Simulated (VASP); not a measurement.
Write the native input for VASP 6.6.1 that does the following.

```yaml
Task: relaxation of cell and atoms
Functional: PBE
Potentials_or_basis: VASP PAW PBE potentials, release 64 (Al)
Cutoff: 520 eV
k_mesh: 18 × 18 × 18
Occupations: methfessel-paxton, width 0.2 eV
Spin: no spin polarisation
Further_INCAR_settings: ALGO = Normal; EDIFF = 1e-07; IBRION = 2; EDIFFG = -0.002; NSW = 80; ISIF = 3
```

The structure of Al lies in POSCAR:

```
Al
1.0
    0.0000000000      2.0248050000      2.0248050000
    2.0248050000      0.0000000000      2.0248050000
    2.0248050000      2.0248050000      0.0000000000
Al
1
Direct
    0.0000000000      0.0000000000      0.0000000000
```

One way to write it, as run:

INCAR

```
SYSTEM = Al
  PREC = Accurate
  ENCUT = 520
  EDIFF = 1E-7
  ISMEAR = 1
  SIGMA = 0.2
  LREAL = .FALSE.
  LASPH = .TRUE.
  NELM = 100
  ALGO = Normal
  ISIF = 3
  LWAVE = .FALSE.
  LCHARG = .FALSE.
  GGA = PE
  IBRION = 2
  NSW = 80
  EDIFFG = -0.002
```

KPOINTS

```
Automatic mesh
0
G
  18 18 18
  0 0 0
```

Potentials or basis: VASP PAW PBE potentials, release 64 (Al).

Run with:

```console
$ cat potpaw_PBE.64/Al/POTCAR > POTCAR
$ mpirun -np 1 vasp_std > vasp.out
```

It gave:

```json
{"Relaxed volume": "16.48 Å³/atom", "Relaxed cell": "a = 2.857 Å, b = 2.857 Å, c = 2.857 Å, α = 60.00°, β = 60.00°, γ = 60.00°", "Space group after relaxing (to 0.05 Å)": "Fm-3m (No. 225)", "Energy gained by relaxing": "0.2 meV/atom", "Ionic steps": "3", "Pressure after relaxing": "0.0 GPa", "Band gap on the k mesh": "none (metal or under the smearing width)"}
```

Run time: 15 s on 1 thread of Intel(R) Xeon(R) Platinum 8488C (Sapphire Rapids) (shared host), peak memory 0.14 GiB.
